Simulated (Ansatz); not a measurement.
Start from KF in the rock salt structure (space group Fm-3m, No. 225; a = 5.3068 Å). Axes: x, y, z lie along the cube axes.

The values are results of PBEsol/PAW in Ansatz (a first-principles code), without spin-orbit coupling, not measurements.

One thing is altered: the cell is compressed by 2.00 % along z with no lateral relaxation, atoms relaxed at fixed cell.

Question: Predict the stress tensor and what it implies for the stiffness.

Answer: Stress of the strained cell less that of the base (GPa, compression positive):
```
   0.31    0.00    0.00
   0.00    0.31    0.00
   0.00    0.00    1.61
```

Then −Δσ_ii/ε with ε = -0.0200 gives secant stiffness values (nonlinear terms included at this strain): C33 ≈ 81 GPa, C13 ≈ 16 GPa and C23 ≈ 16 GPa.

Stability against distortions was not tested.
